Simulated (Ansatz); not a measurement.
# Y (P6_3/mmc) in Ansatz: notebook

The runs below take Y through single point, with PBEsol.

Program: Ansatz 0.2.0. These are calculated values, not measurements. Logs are shortened: lines on timing, memory, paths and dates and some standing lists are left out, and cuts for length are marked.

## Step 1: Starting point

The structure is hexagonal, space group P6_3/mmc (No. 194). The conventional cell has a = 3.647 Å, b = 3.647 Å, c = 5.731 Å, α = 90.00°, β = 90.00°, γ = 120.00°. Around Y (site symmetry -6m2) lie 12 Y at 3.56 to 3.65 Å.

## Step 2: Single point, PBEsol, 31.03 Å³/atom (volume scaled by 0.94)

File input.yaml:

```yaml
crystal:
  lattice:
    - [3.5729423729, 0.0, 0.0]
    - [-1.7864711865, 3.0942588613, 0.0]
    - [0.0, 0.0, 5.6136161546]
  atoms:
    - { symbol: "Y", position: [0.6666666667, 0.3333333333, 0.75] }
    - { symbol: "Y", position: [0.3333333333, 0.6666666667, 0.25] }
kpoints:
  mp_grid: { grid: [8, 8, 5] }
scf:
  occupations: { method: fermi_dirac, width: 0.05 }
hamiltonian:
  xc: pbesol
  pseudopotentials: { kind: all_electron, lapw: { basis_error: 0.0005 } }
output:
  forces: true
  stress: true
  eigenvalues: true
```

Potentials or basis: all-electron LAPW, scalar-relativistic.

On the command line:

```console
> ansatz run input.yaml --threads 1 --pin off --max-ram 3072MiB --backend cpu --events-out ev --progress --plain --runs-dir out
```

Output:

```text
Warning: RAYON_NUM_THREADS=1 ignored (pool sized by the plan → 1); use --threads N
LAPW: plane waves up to 6.262 Å⁻¹, error target 5.0e-4 eV per atom; small_component_spin mean_spin; Y in spheres of 1.742 Å, 21 of its electrons in bands, Dirac shells [] (how accurate: hamiltonian.pseudopotentials.lapw.basis_error, Limitations)
Engine: ansatz 0.2.0, aarch64-unknown-linux-gnu
Pseudopotentials: kind: all_electron
Pseudopotential: Y, LAPW, valence charge 21, lapw/all_electron/scalar/gaussian/Y, Koelling and Harmon's equation, gaussian nucleus
Functional definition: PBEsol
  exchange = pbesol_x
  correlation = pbesol_c
Crystal: 2 atoms, lattice volume = 62.062 Å³
Basis set: ecut = 149.3972639632734 eV, 263 PW (Γ), exchange–correlation at level 2
Bands: 26, of which v1, the nominal top of the filled ones, is band 21 counted from 1 (20 counted from 0)
Symmetry: 24 space group operations
Space group: P63/mmc (ITA 194), of the structure as read, at distance tolerance 4.0e-5 Å
k-points: 30 of 320
Non-local potential: Y, projectors of the file, none
Initial density: superposition of atomic densities (chi_scale 0.1, normalization cell)
Initial wavefunctions: plane waves of lowest kinetic energy (no species holds an atomic orbital)
Functional: x = pbesol(κ = 0.804, μ = 0.12345679012345678), c = pbesol(β = 0.046)
iter 1 solved again at ethr=1.35e-4 eV; its pass at ethr=1.00e-1 eV (dr2=5.66e-2 eV) is discarded
SCF iter   1: F=—  HF=-184131.531871 eV  |F-HF|=—  |Δ(HF+E_count)|=         —  Δρ=9.20e-3  dr2=5.72e-2  ethr=1.35e-4  ⟨swp⟩=3.0  Hψ=4924  notcnv=0
preconditioner: auto → Kerker (q_TF=auto, 2.556 Å⁻¹)  [metal: Δε(μ)=0.065 eV  Ē_g=3.094 eV  σ=0.050 eV  W_gap=0.29  n_scr=22 (ndim 8)  ℏωp=11.5 eV  f_vac=0.000  D(μ)=5.00/eV (n_scr^D=54)]
SCF iter   2: F=—  HF=-184131.484152 eV  |F-HF|=—  |Δ(HF+E_count)|=   4.77e-2  Δρ=5.86e-3  dr2=2.55e-2  ethr=1.35e-4  ⟨swp⟩=2.0  Hψ=2502  notcnv=0
SCF iter   3: F=—  HF=-184131.480783 eV  |F-HF|=—  |Δ(HF+E_count)|=   3.37e-3  Δρ=3.04e-3  dr2=7.76e-3  ethr=6.08e-5  ⟨swp⟩=2.0  Hψ=2446  notcnv=0
SCF iter   4: F=—  HF=-184131.480945 eV  |F-HF|=—  |Δ(HF+E_count)|=         —  Δρ=9.76e-4  dr2=9.45e-4  ethr=1.85e-5  ⟨swp⟩=2.0  Hψ=2447  notcnv=0
the basis was enlarged: its passes take 392.2 KiB over the memory plan, 1 of 1 planned eigensolver slots
iter 5 solved again at ethr=1.81e-7 eV; its pass at ethr=2.25e-6 eV (dr2=7.61e-5 eV) is discarded
SCF iter   5: F=—  HF=-184131.480902 eV  |F-HF|=—  |Δ(HF+E_count)|=   4.35e-5  Δρ=2.85e-4  dr2=7.61e-5  ethr=1.81e-7  ⟨swp⟩=2.0  Hψ=4054  notcnv=0
SCF iter   6: F=—  HF=-184131.480901 eV  |F-HF|=—  |Δ(HF+E_count)|=   5.18e-7  Δρ=1.08e-4  dr2=1.00e-5  ethr=1.81e-7  ⟨swp⟩=2.0  Hψ=2447  notcnv=0
SCF iter   7: F=—  HF=-184131.480901 eV  |F-HF|=—  |Δ(HF+E_count)|=   4.09e-7  Δρ=1.31e-5  dr2=1.39e-7  ethr=2.39e-8  ⟨swp⟩=2.0  Hψ=2447  notcnv=0
SCF iter   8: F=-184131.480901 eV  HF=-184131.480901 eV  |F-HF|=4.39e-9  |Δ(HF+E_count)|=  7.28e-10  Δρ=4.36e-6  dr2=1.59e-8  ethr=3.31e-10  ⟨swp⟩=2.5  Hψ=2463  notcnv=0
SCF 1 converged in 8 iterations: F = -184131.480901 eV  dr2 = 1.59e-8
SCF converged after 8 iterations
Free energy (F): -184131.480901 eV
Harris-Foulkes:  -184131.480901 eV  (|F-HF|=4.39e-9)
Internal energy: -184131.441165 eV  (E = F + TS)
E sigma→0 (E₀):  -184131.461033 eV
Entropy (-TS):   -0.039736 eV (-19.868 meV/atom)
Fermi energy:    11.401526 eV
--- Per-component energies (eV) ---
  E_band       = -2874.733892
  E_kinetic    = 189873.373626
  E_xc         = -5861.299075
  E_electrostatic = -368143.515715  (all electrons and nuclei)
  E_smearing   = -0.039736  (= −TS)
  E_closure    = 0.000000  (closes the sum)
  E_atoms      = -184121.560949  (free atoms, spherical and without spin; not in F)
  Σ components = -184131.480901   (vs F -184131.480901, Δ=0.00e0)
  Basis errors (estimates in eV, not in F): energy 7.4e-5 per atom: plane waves 5.1e-5 (2.7e-5 summed), levels above the bands 9.6e-25, relativity 1.7e-8, radial functions 2.2e-5, core shells 1.5e-7; eigenvalues (radial functions only) 3.2e-7; not estimated: angular momenta, meshes, grids; target (lapw.basis_error) 5.0e-4; muffin-tin radii Y 1.742 Å
--- Forces (eV/Å), atoms counted from 1 ---
  atom   1  Y      0.00000000     0.00000000     0.00000000
  atom   2  Y     -0.00000000    -0.00000000     0.00000000
  max |Σ_I F_I| component: 1.85e-17 eV/Å
--- Stress (GPa, compression-positive) ---
        0.500477      -0.000000       0.000000
       -0.000000       0.500477       0.000000
        0.000000       0.000000       0.186855
  P = ⅓ Tr σ = 0.3959 GPa (3.959 kbar)
--- Band table (eV; the first three rows and the last of 30) ---
  k-point 0: bands = ["-134.0124", "-134.0124", "-134.0123", "-134.0123", "-134.0123", "-134.0123", "-134.0057", "-134.0057", "-134.0057", "-134.0057", "-31.0015", "-30.9065", "-11.3897", "-10.8079", "-10.8079", "-10.7009", "-10.7009", "-10.6626", "6.6732", "9.4713", "12.4847", "13.2105", "13.2105", "13.5218", "13.8593", "13.8593"]
  k-point 1: bands = ["-134.0124", "-134.0124", "-134.0123", "-134.0123", "-134.0123", "-134.0123", "-134.0057", "-134.0057", "-134.0057", "-134.0057", "-30.9926", "-30.9157", "-11.3243", "-10.7977", "-10.7977", "-10.7366", "-10.7112", "-10.7112", "6.9478", "9.3026", "12.2447", "13.0887", "13.0887", "13.2604", "13.6399", "13.6399"]
  k-point 2: bands = ["-134.0124", "-134.0124", "-134.0123", "-134.0123", "-134.0123", "-134.0123", "-134.0057", "-134.0057", "-134.0057", "-134.0057", "-30.9690", "-30.9396", "-11.1494", "-10.9252", "-10.7711", "-10.7711", "-10.7381", "-10.7381", "7.6924", "8.6398", "12.1925", "12.6682", "13.0513", "13.0513", "13.2656", "13.2656"]
  k-point 29: bands = ["-134.0124", "-134.0124", "-134.0123", "-134.0123", "-134.0123", "-134.0123", "-134.0057", "-134.0057", "-134.0057", "-134.0057", "-30.9051", "-30.9011", "-11.2597", "-11.2378", "-11.0724", "-11.0056", "-10.8108", "-10.7869", "10.4248", "10.6626", "11.3588", "11.4016", "11.9854", "12.0039", "13.9811", "14.6603"]
```

Wall time 6 s (1 thread of Arm Neoverse V2, shared host); peak memory 0.28 GiB.

Results:

```
Free energy            : -184131.4809 eV
Pressure               : 0.4 GPa
Band gap on the k mesh : none (metal or under the smearing width)
```

## Step 3: Single point, PBEsol, 31.69 Å³/atom (volume scaled by 0.96)

input.yaml, as its differences from that of step 2:

```diff
@@ -2,5 +2,5 @@
   lattice:
-    - [3.5729423729, 0.0, 0.0]
-    - [-1.7864711865, 3.0942588613, 0.0]
-    - [0.0, 0.0, 5.6136161546]
+    - [3.598104768, 0.0, 0.0]
+    - [-1.799052384, 3.1160501346, 0.0]
+    - [0.0, 0.0, 5.6531499653]
   atoms:
```

Potentials or basis: all-electron LAPW, scalar-relativistic.

On the command line:

```console
> ansatz run input.yaml --threads 1 --pin off --max-ram 3072MiB --backend cpu --events-out ev --progress --plain --runs-dir out
```

It took 6 s on 1 thread of Arm Neoverse V2, shared host; peak memory 0.28 GiB.

It converged, with:

```yaml
Free_energy: -184131.4805 eV
Pressure: -0.5 GPa
Band_gap_on_the_k_mesh: none (metal or under the smearing width)
```

## Step 4: Single point, PBEsol, 32.35 Å³/atom (volume scaled by 0.98)

input.yaml, as its differences from that of step 3:

```diff
@@ -2,5 +2,5 @@
   lattice:
-    - [3.598104768, 0.0, 0.0]
-    - [-1.799052384, 3.1160501346, 0.0]
-    - [0.0, 0.0, 5.6531499653]
+    - [3.6229200678, 0.0, 0.0]
+    - [-1.8114600339, 3.1375408146, 0.0]
+    - [0.0, 0.0, 5.6921384384]
   atoms:
```

On the command line:

```console
> ansatz run input.yaml --threads 1 --pin off --max-ram 3072MiB --backend cpu --events-out ev --progress --plain --runs-dir out
```

Wall time 5.8 s (1 thread of Arm Neoverse V2, shared host); peak memory 0.28 GiB.

The run converged. Its results:

| Property | Result |
| --- | --- |
| Free energy | -184131.4733 eV |
| Pressure | -1.3 GPa |
| Band gap on the k mesh | none (metal or under the smearing width) |

## Step 5: Single point, PBEsol, 33.01 Å³/atom

input.yaml, as its differences from that of step 4:

```diff
@@ -2,5 +2,5 @@
   lattice:
-    - [3.6229200678, 0.0, 0.0]
-    - [-1.8114600339, 3.1375408146, 0.0]
-    - [0.0, 0.0, 5.6921384384]
+    - [3.6474, 0.0, 0.0]
+    - [-1.8237, 3.1587410578, 0.0]
+    - [0.0, 0.0, 5.7306]
   atoms:
```

On the command line:

```console
> ansatz run input.yaml --threads 1 --pin off --max-ram 3072MiB --backend cpu --events-out ev --progress --plain --runs-dir out
```

Run time: 6 s. Hardware: 1 thread of Arm Neoverse V2, shared host; peak memory 0.28 GiB.

The run converged. Its results:

- Free energy: -184131.4596 eV
- Pressure: -2.0 GPa
- Band gap on the k mesh: none (metal or under the smearing width)

## Step 6: Single point, PBEsol, 33.67 Å³/atom (volume scaled by 1.02)

input.yaml, as its differences from that of step 5:

```diff
@@ -2,5 +2,5 @@
   lattice:
-    - [3.6474, 0.0, 0.0]
-    - [-1.8237, 3.1587410578, 0.0]
-    - [0.0, 0.0, 5.7306]
+    - [3.6715556708, 0.0, 0.0]
+    - [-1.8357778354, 3.1796604824, 0.0]
+    - [0.0, 0.0, 5.7685520994]
   atoms:
```

Potentials or basis: all-electron LAPW, scalar-relativistic.

On the command line:

```console
> ansatz run input.yaml --threads 1 --pin off --max-ram 3072MiB --backend cpu --events-out ev --progress --plain --runs-dir out
```

Wall time 5.8 s (1 thread of Arm Neoverse V2, shared host); peak memory 0.27 GiB.

The run converged. Its results:

```
Free energy            : -184131.4400 eV
Pressure               : -2.7 GPa
Band gap on the k mesh : none (metal or under the smearing width)
```

## Step 7: Single point, PBEsol, 34.33 Å³/atom (volume scaled by 1.04)

input.yaml, as its differences from that of step 6:

```diff
@@ -2,5 +2,5 @@
   lattice:
-    - [3.6715556708, 0.0, 0.0]
-    - [-1.8357778354, 3.1796604824, 0.0]
-    - [0.0, 0.0, 5.7685520994]
+    - [3.6953976095, 0.0, 0.0]
+    - [-1.8476988047, 3.2003082069, 0.0]
+    - [0.0, 0.0, 5.8060112795]
   atoms:
```

On the command line:

```console
> ansatz run input.yaml --threads 1 --pin off --max-ram 3072MiB --backend cpu --events-out ev --progress --plain --runs-dir out
```

Run time: 5.6 s. Hardware: 1 thread of Arm Neoverse V2, shared host; peak memory 0.27 GiB.

Results (log left out):

```yaml
Free_energy: -184131.4149 eV
Pressure: -3.4 GPa
Band_gap_on_the_k_mesh: none (metal or under the smearing width)
```

## Step 8: Single point, PBEsol, 34.99 Å³/atom (volume scaled by 1.06)

input.yaml, as its differences from that of step 7:

```diff
@@ -2,5 +2,5 @@
   lattice:
-    - [3.6953976095, 0.0, 0.0]
-    - [-1.8476988047, 3.2003082069, 0.0]
-    - [0.0, 0.0, 5.8060112795]
+    - [3.7189358085, 0.0, 0.0]
+    - [-1.8594679043, 3.2206928852, 0.0]
+    - [0.0, 0.0, 5.8429932402]
   atoms:
```

On the command line:

```console
> ansatz run input.yaml --threads 1 --pin off --max-ram 3072MiB --backend cpu --events-out ev --progress --plain --runs-dir out
```

Wall time 5.3 s (1 thread of Arm Neoverse V2, shared host); peak memory 0.26 GiB.

It converged, with:

```
Free energy            : -184131.3849 eV
Pressure               : -3.9 GPa
Band gap on the k mesh : none (metal or under the smearing width)
```
